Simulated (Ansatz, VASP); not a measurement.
## ZnS in VASP and in Ansatz

```
Zn S
1.0
     3.13219    0.00000    0.00000
     0.00000    3.13219    0.00000
     0.00000    0.00000    3.13219
Zn S
1 1
Direct
  0.00000 0.00000 0.00000
  0.50000 0.50000 0.50000
```

Change from the starting cell: volume scaled by 0.94, LAPW.

Alike in both runs: task single point; functional PBE; k mesh 15 × 15 × 15; occupations fermi-dirac, width 0.1 eV; no spin polarisation.

|  | VASP | Ansatz |
| --- | --- | --- |
| version | VASP 6.6.1 | Ansatz 0.2.0 |
| potentials or method | VASP PAW PBE potentials, release 64 (Zn, S), cutoff 520 eV | all-electron LAPW, scalar-relativistic |

Ansatz gave:

```
pressure (GPa) : 5.4
```

What did VASP give for the same quantities?

Pressure (GPa): 5.5.

Ansatz ran all-electron here, so the differences hold the error of VASP's frozen core and of both bases.
